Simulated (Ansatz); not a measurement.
**MnSb: band structure with PBE**

Crystal: MnSb.

```
Sb Mn
1.0
     4.15000    0.00000    0.00000
    -2.07500    3.59401    0.00000
     0.00000    0.00000    5.78000
Sb Mn
2 2
Direct
  0.66667 0.33333 0.75000
  0.33333 0.66667 0.25000
  0.00000 0.00000 0.50000
  0.00000 0.00000 0.00000
```

| Item | Value |
| --- | --- |
| Program | Ansatz 0.2.0 |
| Task | band structure |
| Functional | PBE |
| Potentials or basis | all-electron LAPW, scalar-relativistic |
| Cutoff | 222 eV (chosen from the basis error) |
| Basis error allowed | 0.002 eV/atom |
| k mesh | 7 × 7 × 5 |
| Occupations | fermi-dirac, width 0.05 eV |
| Spin | collinear spin, ferromagnetic start |
| Starting moments | [0.0, 0.0, 4.0, 4.0] μB |

The pressure is -3.2 GPa, the band gap along the path is none (metal or under the smearing width) and the net moment is 6.71 μB per cell. The absolute moment is 7.59 μB per cell. The site moments are Sb -0.16; Mn +3.50 μB.

Stress tensor (GPa, compression positive):
```
-2.83  0.00  0.00
 0.00 -2.83  0.00
 0.00  0.00 -3.90
```

Levels at the corners of the path, in eV from the Fermi level:
Spin up:
```
point  band 37  band 38  band 39  band 40  band 41  band 42  band 43  band 44  band 45  band 46
    Γ    -1.88    -1.88    -0.53     0.47     0.47     2.26     2.26     2.61     3.00     4.27
    M    -2.34    -2.22    -2.03    -1.89    -1.87    -0.87     0.70     3.06     3.50     4.38
    K    -2.09    -1.98    -1.98    -1.85    -0.73    -0.73     0.12     0.12     2.16     6.80
    Γ    -1.88    -1.88    -0.53     0.47     0.47     2.26     2.26     2.61     3.00     4.27
    A    -2.55    -2.55    -0.62    -0.62     1.71     1.71     1.71     1.71     4.56     4.56
    L    -2.33    -2.33    -2.19    -2.19     0.11     0.11     1.14     1.14     3.95     3.95
    H    -2.28    -2.28    -1.74    -1.74    -1.74    -1.74     3.00     3.00     5.53     5.53
    A    -2.55    -2.55    -0.62    -0.62     1.71     1.71     1.71     1.71     4.56     4.56
```
Spin down:
```csv
point,band 31,band 32,band 33,band 34,band 35,band 36,band 37,band 38
Γ,-2.45,-0.91,0.02,0.02,0.31,0.31,0.53,0.53
M,-2.77,-2.36,-2.15,-2.03,-1.03,0.53,0.74,0.76
K,-3.40,-2.33,-2.33,-2.01,-0.16,0.67,0.67,0.69
Γ,-2.45,-0.91,0.02,0.02,0.31,0.31,0.53,0.53
A,-1.63,-1.63,-1.63,-1.63,0.56,0.56,0.56,0.56
L,-2.04,-2.04,-1.57,-1.57,0.32,0.32,0.88,0.88
H,-4.05,-4.05,-1.25,-1.25,0.46,0.46,0.73,0.73
A,-1.63,-1.63,-1.63,-1.63,0.56,0.56,0.56,0.56
```

Wall time 28 s on 4 threads of Arm Neoverse V2, on a shared host, peak memory 0.61 GiB.

Caveat: spin-orbit coupling is left out, which moves the levels of the heavy elements; only a ferromagnetic start was run, and an antiferromagnetic order may lie lower in energy.
